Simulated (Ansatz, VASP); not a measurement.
**SiC (Moissanite 3C): VASP beside Ansatz**

Contents of POSCAR:

```
SiC
1.0
    0.0000000000      1.9877283984      1.9877283984
    1.9877283984      0.0000000000      1.9877283984
    1.9877283984      1.9877283984      0.0000000000
Si C
1 1
Direct
    0.0000000000      0.0000000000      0.0000000000
    0.2500000000      0.2500000000      0.2500000000
```

File INCAR.step1:

```
SYSTEM = SiC
  PREC = Accurate
  ENCUT = 520
  ISMEAR = 0
  SIGMA = 0.05
  LREAL = .FALSE.
  LASPH = .TRUE.
  NELM = 80
  NBANDS = 11
  GGA = PE
  ALGO = Normal
  EDIFF = 1E-4
  LWAVE = .TRUE.
  LCHARG = .FALSE.
```

Contents of INCAR.step2:

```
SYSTEM = SiC
  PREC = Accurate
  ENCUT = 520
  EDIFF = 1E-7
  ISMEAR = 0
  SIGMA = 0.05
  LREAL = .FALSE.
  LASPH = .TRUE.
  NELM = 80
  ALGO = Normal
  ISIF = 2
  LWAVE = .FALSE.
  LCHARG = .FALSE.
  METAGGA = R2SCAN
  LMIXTAU = .TRUE.
  NBANDS = 11
  ISTART = 1
```

File KPOINTS:

```
Automatic mesh
0
G
  10 10 10
  0 0 0
```

Input for Ansatz:

```yaml
crystal:
  lattice:
    - [0.0, 1.9877283984, 1.9877283984]
    - [1.9877283984, 0.0, 1.9877283984]
    - [1.9877283984, 1.9877283984, 0.0]
  atoms:
    - { symbol: Si, position: [0.0, 0.0, 0.0] }
    - { symbol: C, position: [0.25, 0.25, 0.25] }
basis:
  ecutwfc: 500
  ecutrho_ratio: 4
kpoints:
  mp_grid: { grid: [10, 10, 10] }
hamiltonian:
  xc: r2scan
scf:
  occupations: { method: gaussian, width: 0.05 }
output:
  forces: true
  stress: true
  eigenvalues: true
```

Alike in both runs: task single point; functional r2SCAN; k mesh 10 × 10 × 10; occupations gaussian, width 0.05 eV; no spin polarisation.

|  | VASP | Ansatz |
| --- | --- | --- |
| version | VASP 6.6.1 | Ansatz 0.2.0 |
| potentials or method | VASP PAW PBE potentials, release 64 (Si, C) | scalar-relativistic, plane waves, PAW |
| plane-wave cutoff (eV) | 520 | 500 |
| valence electrons in the cell | 8 | 8 |

|  | VASP | Ansatz | Ansatz less VASP |
| --- | --- | --- | --- |
| gap on the k mesh at the Fermi level (eV) | 1.50 | 1.48 | -0.022 |
| least direct gap on the mesh (eV) | 5.35 | 5.33 | -0.018 |

The functional is the same, so the differences come from potentials, cutoffs and numerics.

 A k mesh can miss the band edges. r2SCAN opens gaps a little over a GGA but as a rule still falls short of measured ones.
